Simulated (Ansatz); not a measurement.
# Cu: substituted relatives

The task here is to estimate one member of a computed series from the others.

Method: DFT PBEsol, scalar-relativistic, plane waves, PAW, in Ansatz 0.2.0.

## The system as given

It takes space group I4/mmm (No. 139, tetragonal). Conventional cell: a = 2.890 Å, b = 2.890 Å, c = 2.720 Å, α = 90.00°, β = 90.00°, γ = 90.00°. Cu (site symmetry 4/mmm) is surrounded by 10 Cu at 2.45 to 2.72 Å.

As a file:

```
Cu
1.0
    -1.44509    1.44509    1.36001
     1.44509   -1.44509    1.36001
     1.44509    1.44509   -1.36001
Cu
1
Direct
  0.00000 0.00000 0.00000
```

It goes back to an entry of the Materials Project, which need not be the stable form.

This cell was relaxed beforehand with the same method: volume 11.36 Å³/atom, gap on the mesh none (metal).

Set-up of the first run:

Input file input.yaml:

```yaml
crystal:
  lattice:
    - [-1.4744715401, 1.4744715401, 1.3876571783]
    - [1.4744715401, -1.4744715401, 1.3876571783]
    - [1.4744715401, 1.4744715401, -1.3876571783]
  atoms:
    - { symbol: Au, position: [0.0, 0.0, 0.0] }
basis:
  ecutwfc: 420
kpoints:
  mp_grid: { grid: [8, 8, 8] }
hamiltonian:
  xc: pbesol
scf:
  occupations: { method: gaussian, width: 0.1 }
output:
  forces: true
  stress: true
  eigenvalues: true
```

Command:

```bash
ansatz run input.yaml --threads 1 --pin off --max-ram 2560MiB --backend cpu --events-out ev --progress --plain --runs-dir out
```

Among the steps run: A first look at the start (Au); Rough relaxation on the coarse mesh (Au); Relaxing cell and atoms (Au).

One of the session's tables, all rows but one given; the rest of the session is left out.

It belongs to the step «The crystals compared». Lengths are those of the vectors of the cell that was run:

| swap | volume (Å³/atom) | a (Å) | b (Å) | c (Å) |
| --- | --- | --- | --- | --- |
| none | 11.36 | 2.455 | 2.455 | 2.455 |
| Cu → K | 70.20 | 4.505 | 4.505 | 4.505 |
| Cu → Na | 36.35 | 3.616 | 3.616 | 3.616 |
| Cu → Fe | ? | ? | ? | ? |
| Cu → Mg | 22.54 | 3.085 | 3.085 | 3.085 |
| Cu → Au | 17.09 | 2.824 | 2.824 | 2.824 |

**Question.** Estimate the row for Cu → Fe.

**Answer.** volume (Å³/atom): 10.81; a (Å): 2.413; b (Å): 2.413; c (Å): 2.413. In the column «volume (Å³/atom)» it is the lowest.

Lengths are those of the computed cell. Rows of earlier swaps come from the sessions before.
